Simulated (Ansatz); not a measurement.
Runs of Ansatz 0.2.0 on TiSi2. The structure is orthorhombic, space group Cmcm (No. 63). Conventional cell: a = 3.530 Å, b = 13.519 Å, c = 3.565 Å, α = 90.00°, β = 90.00°, γ = 90.00°. Ti (site symmetry m2m) is surrounded by 10 Si at 2.58 to 2.81 Å. Si (site symmetry m2m) is surrounded by 4 Si at 2.51 Å and 4 Ti at 2.66 to 2.67 Å. Si (site symmetry m2m) has 2 Si at 2.38 Å and 4 Ti at 2.58 Å as nearest neighbours. The cell comes from a database or a generator and needn't be the stable form of this composition.

```tsv
level	U	hubbard projectors	double counting	gap on the mesh (eV)	pressure (GPa)	largest force (eV/Å)
r2SCAN+U	Ti d U = 2 eV	ortho-atomic (the default)	fll (the default)	none	1.5	0.05
r2SCAN+U	Ti d U = 6 eV	ortho-atomic (the default)	fll (the default)	none	(a)	(b)
r2SCAN+U	Ti d U = 1 eV	ortho-atomic (the default)	fll (the default)	none	0.7	0.03
r2SCAN+U	Ti d U = 5 eV	ortho-atomic (the default)	fll (the default)	none	4.7	0.18
r2SCAN	-	-	-	none	-0.2	0.02
```

Alike in all rows: task band structure; potentials or basis Ansatz PAW; no spin polarisation; cell as given; k mesh 8 × 8 × 8; cutoff (eV) 500; smearing fermi-dirac 0.05 eV.

Problem. Fill in the values left out.

Solution. (a) 6.5; (b) 0.31.

Caveats: the PAW data sets come from PBE, with cores solved anew for the run's functional, which leaves a small shift of forces and pressure; U without spin polarisation on a metal has little footing (some runs); the U is typed as a test and isn't derived for this compound (some runs).

A gap of «none» marks a metal or a gap under the smearing width.
